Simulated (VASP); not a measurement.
A run of VASP 6.6.1 is set up as follows.

File POSCAR:

```
GaSb
1.0
    0.0000000000      3.0776330000      3.0776330000
    3.0776330000      0.0000000000      3.0776330000
    3.0776330000      3.0776330000      0.0000000000
Ga Sb
1 1
Direct
    0.0000000000      0.0000000000      0.0000000000
    0.2500000000      0.2500000000      0.2500000000
```

INCAR.step1

```
SYSTEM = GaSb
ALGO     = Normal         ! electronic algorithm
EDIFF    = 1E-4           ! SCF threshold, eV
ENCUT    = 520            ! plane-wave cutoff, eV
GGA      = PE             ! functional
ISMEAR   = -1             ! smearing method
LASPH    = .TRUE.         ! aspherical terms in the spheres
LCHARG   = .FALSE.        ! write CHGCAR
LREAL    = .FALSE.        ! projectors in reciprocal space
LWAVE    = .TRUE.         ! write WAVECAR
NBANDS   = 16             ! bands
NELM     = 80             ! most SCF steps
PREC     = Accurate       ! precision mode
SIGMA    = 0.1            ! smearing width, eV
```

INCAR.step2

```
SYSTEM = GaSb
ALGO     = Normal         ! electronic algorithm
EDIFF    = 1E-6           ! SCF threshold, eV
ENCUT    = 520            ! plane-wave cutoff, eV
ISIF     = 2              ! what is computed and relaxed
ISMEAR   = -1             ! smearing method
ISTART   = 1            
LASPH    = .TRUE.         ! aspherical terms in the spheres
LCHARG   = .TRUE.         ! write CHGCAR
LELF     = .TRUE.         ! ELF
LMIXTAU  = .TRUE.       
LREAL    = .FALSE.        ! projectors in reciprocal space
LVHAR    = .TRUE.       
LWAVE    = .FALSE.        ! write WAVECAR
METAGGA  = R2SCAN         ! meta-GGA
NBANDS   = 16             ! bands
NELM     = 80             ! most SCF steps
PREC     = Accurate       ! precision mode
SIGMA    = 0.1            ! smearing width, eV
```

Contents of KPOINTS:

```
k-points
0
G
  10 10 10
  0 0 0
```

Potentials or basis: VASP PAW PBE potentials, release 64 (Ga_d, Sb).

Run with:

```console
$ cat potpaw_PBE.64/Ga_d/POTCAR potpaw_PBE.64/Sb/POTCAR > POTCAR
$ cp INCAR.step1 INCAR
$ mpirun -np 1 vasp_std > vasp.out
$ cp INCAR.step2 INCAR
$ mpirun -np 1 vasp_std > vasp.out
```

(1) What does it give for the pressure?

(2) What does it give for the band gap on the k mesh?

Answers

(1) -0.5 GPa.

(2) 0.31 eV, direct.

Caveat: the PAW data sets were made with another functional, which shifts forces and pressure a little; spin-orbit coupling is left out, which moves the levels of the heavy elements.

**Measured values to compare with.**

From a printed reference work, data compilation, for a bulk crystal of GaSb at 4.2 K: band gap 0.811 eV (direct).

Against the measured gap of GaSb, 0.811 eV (direct; 4.2 K; a printed reference work, data compilation), the calculated 0.31 eV is off by -0.50 eV. Spin-orbit coupling on Ga, Sb is left out. The value is that of r2SCAN on a finite k mesh, which can miss the band edges, without temperature or zero-point motion.
